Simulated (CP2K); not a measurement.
**CoO in CP2K: the effect of functional**

CoO:

```xyz
2
Lattice="3.1638 0.0000 0.0000 1.5410 2.7631 0.0000 1.5410 0.9050 2.6107" Properties=species:S:1:pos:R:3 pbc="T T T"
Co    6.2394    3.6644    2.6081
O     4.6907    2.7549    1.9607
```

Measurements of this composition are mostly on another form, of space group No. 225.

Alike in all runs:

| Property | Result |
| --- | --- |
| Program | CP2K 2026.2 |
| Task | band structure |
| k mesh | 7 × 7 × 7 |
| Occupations | fermi-dirac, width 0.05 eV |
| Spin | collinear spin, ferromagnetic start |
| Starting moments | [2.0, 0.0] μB |

```csv
functional,potentials or basis,pressure (GPa),moment (μB),largest force (eV/Å)
LDA,"GTH_POTENTIALS Co GTH-PADE-q17, O GTH-PADE-q6; TZVP-MOLOPT-PBE-GTH basis",-13.2,2.93,0.25
PBEsol,"POTENTIAL_UZH Co GTH-PBE-q17, O GTH-PBE-q6; TZVP-MOLOPT-PBE-GTH basis",-5.2,2.92,0.27
r2SCAN,"POTENTIAL_UZH Co GTH-SCAN-q17, O GTH-SCAN-q6; TZVP-MOLOPT-SCAN-GTH basis",?,?,?
```

Q: What does the run with functional r2SCAN give?

A: Pressure 5.8 GPa; moment 3.00 μB; largest force 0.42 eV/Å.

Caveats: the basis of atomic orbitals isn't converged, which shifts pressures, moduli and gaps; the total moment is fixed, so each spin has its own Fermi level; a cell with one magnetic atom can't hold antiferromagnetic order, which such compounds often take; the potentials were made for another functional, which shifts forces and pressure (some runs).

Runs at the PBE level aren't shown here.
